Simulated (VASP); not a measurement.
Runs of VASP 6.6.1 on As. It takes space group Pm-3m (No. 221, cubic). The conventional cell has a = 2.704 Å, b = 2.704 Å, c = 2.704 Å, α = 90.00°, β = 90.00°, γ = 90.00°. As (site symmetry m-3m) has 6 As at 2.70 Å as nearest neighbours. This isn't the form of As at room conditions, which is rhombohedral.

```csv
share of exact exchange,gap on the mesh (eV),pressure (GPa)
0.3,none,(c)
0.25,none,(b)
0.1,none,1.6
0.4,none,-4.3
0.2,none,-0.2
0.05,none,(a)
0.15,none,0.7
0.5,none,-6.3
```

Alike in all rows: task single point; level HSE(alpha, omega); potentials or basis VASP PAW PBE potentials, release 64 (As); no spin polarisation; cell as given; k mesh 5 × 5 × 5; cutoff (eV) 520; smearing fermi-dirac 0.05 eV; the mesh is coarse, so values aren't converged.

Problem. Estimate the missing entries.

Solution. (a) 2.4; (b) -1.2; (c) -2.2.

Caveats: all runs use coarse meshes; the PAW data sets were made with another functional, which shifts forces and pressure a little.

A k mesh can miss the band edges, and the runs leave out spin-orbit coupling on As.

A gap of «none» marks a metal or a gap under the smearing width.

Runs at the PBE level aren't shown here.
